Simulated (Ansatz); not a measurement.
# GaP (F-43m) in Ansatz: a series of runs, part 2 of 2

Ansatz 0.2.0. Earlier steps stand in the parts before.

### Step 3. Relaxation of cell and atoms, BLYP

Input file input.yaml:

```yaml
crystal:
  lattice:
    - [0.0, 2.72525, 2.72525]
    - [2.72525, 0.0, 2.72525]
    - [2.72525, 2.72525, 0.0]
  atoms:
    - { symbol: Ga, position: [0.0, 0.0, 0.0] }
    - { symbol: P, position: [0.75, 0.75, 0.75] }
hamiltonian:
  xc: blyp
  pseudopotentials: { kind: paw }
kpoints:
  mp_grid: { grid: [8, 8, 8] }
scf:
  occupations: { method: fermi_dirac, width: 0.05 }
output:
  forces: true
  stress: true
  eigenvalues: true
  write_density: true
  write_potential: true
  elf: true
  volumetric_format: npy
relax:
  f_tol: 0.01
  max_steps: 40
  cell: { stress_tol: 0.05 }
```

Potentials or basis: Ansatz PAW.

Command:

```sh
> ansatz run input.yaml --threads 2 --pin off --max-ram 5632MiB --backend cpu --events-out ev --progress --plain --runs-dir out
```

What it wrote:

```text
Warning: RAYON_NUM_THREADS=2 ignored (pool sized by the plan → 2); use --threads N
Engine: ansatz 0.2.0, x86_64-unknown-linux-gnu
Pseudopotentials: kind: paw
Pseudopotential: Ga, paw, valence charge 13, recommended cutoff 420 eV (normal), Ga.paw.azcp
Pseudopotential: P, paw, valence charge 5, recommended cutoff 420 eV (normal), P.paw.azcp
Functional definition: BLYP
  parameter beta = 0.0042
  parameter a = 0.04918
  parameter b = 0.132
  parameter c = 0.2533
  parameter d = 0.349
  exchange = b88_x(beta = beta)
  correlation = lyp_c(a = a, b = b, c = c, d = d)
Crystal: 2 atoms, lattice volume = 40.481 Å³
Basis set: ecut = 420 eV, 749 PW (Γ), exchange–correlation on 54×54×54 points (8 copies of the dense FFT grid, shifted against one another)
Bands: 13, of which v1, the nominal top of the filled ones, is band 9 counted from 1 (8 counted from 0)
Symmetry: 24 space group operations
Space group: F-43m (ITA 216), of the structure as read, at distance tolerance 3.4e-5 Å
k-points: 29 of 512 (time reversal used)
Non-local potential: Ga, projectors of the file, l = 0: 2, l = 1: 2, l = 2: 3, l = 3: 1
Non-local potential: P, projectors of the file, l = 0: 2, l = 1: 2, l = 2: 2
PAW form: soft (Blöchl's): semilocal exchange-correlation on the pseudo side does not see the compensation charge
PAW frozen core: Ga, regenerated for the run's functional, and the local potential with it (the file was generated under x = pbe(κ = 0.804, μ = 0.2195149727645171), c = pbe(β = 0.06672455060314922))
PAW frozen core: P, regenerated for the run's functional, and the local potential with it (the file was generated under x = pbe(κ = 0.804, μ = 0.2195149727645171), c = pbe(β = 0.06672455060314922))
PAW one-centre angular grid: Ga, 590 points (default); XC on 64 Gauss nodes
PAW one-centre angular grid: P, 110 points (default); XC on 64 Gauss nodes
Initial density: superposition of atomic densities (neutral atoms: chi_scale 0, normalization atom), corrected by the library's trained network
Initial wavefunctions: pseudopotential atomic-orbital guess
Functional: x = b88, c = lyp
SCF iter   1: F=—  HF=-4553.436309 eV  |F-HF|=—  |Δ(HF+E_count)|=         —  Δρ=5.58e-3  dr2=1.49e-2  ethr=1.77e-3  ⟨swp⟩=6.2  Hψ=2520  notcnv=0
preconditioner: auto → none  [insulator: Δε(μ)=1.705 eV  Ē_g=15.654 eV  σ=0.050 eV  W_gap=1.00  n_scr=14 (ndim 8)  ℏωp=24.8 eV  f_vac=0.011  D(μ)=0.00/eV (n_scr^D=0)  ε∞_Penn≈3.5]
SCF iter   2: F=—  HF=-4553.429771 eV  |F-HF|=—  |Δ(HF+E_count)|=   6.54e-3  Δρ=2.70e-3  dr2=1.39e-3  ethr=8.29e-5  ⟨swp⟩=2.3  Hψ=833  notcnv=0
[... 52 lines left out ...]
relax step   5: F+E_penalty+E_count = -4553.49039722 eV  Δ(F+E_penalty+E_count) = -9.005e-4 eV  max|allowed force component| = 9.252e-17 eV/Å  Δτ_max = 0.0000 Å  P = +0.029 GPa  Ω = 43.837 Å³  stress off target by 2.91e-2 GPa  SCF on the basis re-selected at this cell (its energy is not comparable with the rows above)  (7 SCF iters)
basis re-selected at this cell: Δ(F+E_penalty+E_count) = -9.005e-4 eV, ΔP = +0.017 GPa vs the last step (what re-selecting the basis moved, of the pressure what is left beyond the Pulay correction that the steps carried, after the strain that the cell walked since its last selection, with what the two solves' SCF thresholds leave and, on support functions, any second-order correction that the steps lacked; it is no measure of the basis error at this ecutwfc). This SCF's stress stands 2.91e-2 GPa from its target on what of the cell is left free (relax.cell.stress_tol is 5.00e-2 GPa) and its largest allowed force component is 9.25e-17 eV/Å (relax.f_tol is 1.00e-2 eV/Å): within both
SCF converged after 7 iterations
Free energy (F): -4553.490397 eV
Harris-Foulkes:  -4553.490397 eV  (|F-HF|=3.27e-11)
Internal energy: -4553.490397 eV  (E = F + TS)
E sigma→0 (E₀):  -4553.490397 eV
Entropy (-TS):   -0.000000 eV (-0.000 meV/atom)
Fermi energy:    7.068597 eV
--- Per-component energies (eV) ---
  E_band       = -66.471614
  E_kinetic    = 185.283961
  E_local      = -2252.670668  (includes V_loc(G=0)·N_el)
  E_nonlocal   = 455.495573
  E_hartree    = 1039.537673
  E_xc         = -127.823314
  E_vxc        = -114.455111  (∫ρ·V_xc dr)
  E_paw        = -2575.097475  (= ΣΔE_a)
  E_vpaw       = -419.200575  (= ΣTr[D̂ρ^β])
  E_aug_tail   = -0.000125  (compensation charges beyond the density's cutoff)
  E_ewald      = -1278.248569
  E_core_change = 0.032547  (= ΣΔE_core)
  E_smearing   = -0.000000  (= −TS)
  E_closure    = 0.000000  (closes the sum)
  Σ components = -4553.490397   (vs F -4553.490397, Δ=0.00e0)
--- Forces (eV/Å), atoms counted from 1 ---
  atom   1  Ga    -0.00000000     0.00000000     0.00000000
  atom   2  P      0.00000000    -0.00000000    -0.00000000
  max |Σ_I F_I| component: 7.40e-17 eV/Å
--- Stress (GPa, compression-positive) ---
        0.029115      -0.000000      -0.000000
       -0.000000       0.029115       0.000000
       -0.000000      -0.000000       0.029115
  P = ⅓ Tr σ = 0.0291 GPa (0.291 kbar)
--- Band table (eV; the first three rows and the last of 29) ---
  k-point 0: bands = ["-8.0225", "-8.0225", "-8.0225", "-7.9452", "-7.9452", "-5.3968", "6.5165", "6.5165", "6.5165", "7.5597", "10.4490", "10.4490", "10.4490"]
  k-point 1: bands = ["-8.0313", "-8.0190", "-8.0190", "-7.9451", "-7.9451", "-5.2170", "4.8615", "6.3177", "6.3177", "8.4362", "10.7598", "10.7598", "10.8626"]
  k-point 2: bands = ["-8.0518", "-8.0114", "-8.0114", "-7.9441", "-7.9441", "-4.7094", "2.7941", "5.9335", "5.9335", "8.3532", "11.2458", "11.2458", "12.4828"]
  k-point 28: bands = ["-8.0941", "-7.9938", "-7.9769", "-7.9560", "-7.9383", "-2.7577", "0.2591", "3.3754", "3.5317", "10.9768", "11.3299", "12.4068", "12.8029"]
--- Relaxed structure (4 steps of the walk, 4 accepted, 1 SCFs on fresh bases) ---
  F+E_penalty+E_count = -4553.49039722 eV   max|allowed force component| = 9.252e-17 eV/Å   (the final SCF, on the basis selected at the relaxed cell)
  cell:  # Å, volume = 43.8374 Å³
    - [4.993464592237678e-33, 2.798583718859417, 2.798583718859417]
    - [2.798583718859417, -3.413899262040045e-33, 2.798583718859417]
    - [2.798583718859417, 2.798583718859417, 2.1910099741451038e-33]
  atoms:
    - { symbol: Ga, position: [1.6489630444559395e-33, -8.48038137148769e-34, -1.8374159638223325e-33] }
    - { symbol: P, position: [0.7499999999999999, 0.7499999999999999, 0.7499999999999999] }
```

rho_z.tsv:

```text
# z_ang	rho[e/angstrom^3]
# format = ansatz-planar-average/11
# lattice	0.000000000	2.798583719	2.798583719
# lattice	2.798583719	-0.000000000	2.798583719
# lattice	2.798583719	2.798583719	0.000000000
# sites	2
# site	31	-0.000000000	-0.000000000	0.000000000
# site	15	4.197875578	4.197875578	4.197875578
0.000000	1.419026e0
0.146585	1.227615e0
0.293170	8.482925e-1
0.439755	5.062902e-1
0.586340	2.976471e-1
0.732925	1.932575e-1
[... 19 lines left out ...]
3.664625	9.658612e-1
3.811210	1.290151e0
```

v_z.tsv:

```text
# z_ang	v_es[eV]	v_tot[eV]
# format = ansatz-planar-average/11
# xc	blyp
# density_cutoff_ev	1680
# datasets	Ga=:simpson_from_first_knot:soft:shift=-697718	P=:simpson_from_first_knot:soft:shift=-536896
# lattice	0.000000000	2.798583719	2.798583719
# lattice	2.798583719	-0.000000000	2.798583719
# lattice	2.798583719	2.798583719	0.000000000
# sites	2
# site	31	-0.000000000	-0.000000000	0.000000000
# site	15	4.197875578	4.197875578	4.197875578
0.000000	1.221225e0	-9.302023e0
0.146585	2.013608e0	-8.056585e0
0.293170	2.707292e0	-6.811145e0
0.439755	3.435632e0	-5.441784e0
0.586340	4.250261e0	-3.933509e0
0.732925	5.188368e0	-2.308008e0
[... 19 lines left out ...]
3.664625	-1.028591e0	-1.207878e1
3.811210	1.921956e-1	-1.066686e1
```

Run time: 8.3 s. Hardware: 2 threads of Intel Xeon Platinum 8259CL at 2.50GHz (Skylake/Cascade Lake), shared host; peak memory 0.4 GiB.

Results:

| Item | Value |
| --- | --- |
| Free energy | -4553.4904 eV |
| Relaxed volume | 21.92 Å³/atom |
| Relaxed cell | a = 3.958 Å, b = 3.958 Å, c = 3.958 Å, α = 60.00°, β = 60.00°, γ = 60.00° |
| Space group after relaxing (to 0.05 Å) | F-43m (No. 216) |
| Energy gained by relaxing | 30.6 meV/atom |
| Ionic steps | 5 |
| Pressure after relaxing | 0.0 GPa |
| Band gap on the k mesh | 1.04 eV, direct |

Step by step:
| step | energy change (eV) | largest force (eV/Å) | volume (Å³) |
| --- | --- | --- | --- |
| 1 | 0.0000 | 0.0000 | 40.48 |
| 2 | -0.0533 | 0.0000 | 42.63 |
| 3 | -0.0602 | 0.0000 | 43.68 |
| 4 | -0.0602 | 0.0000 | 43.84 |
| 5 | -0.0611 | 0.0000 | 43.84 |

Final structure:
```
CELL_PARAMETERS angstrom
0.00000 2.79858 2.79858
2.79858 0.00000 2.79858
2.79858 2.79858 0.00000
ATOMIC_POSITIONS crystal
Ga 0.00000 0.00000 0.00000
P 0.75000 0.75000 0.75000
```

Caveat: the plane-wave basis is chosen anew once the cell has moved, so the energies of steps on either side of that aren't comparable; the PAW data sets come from PBE, with cores solved anew for the run's functional, which leaves a small shift of forces and pressure. A k mesh can miss the band edges.
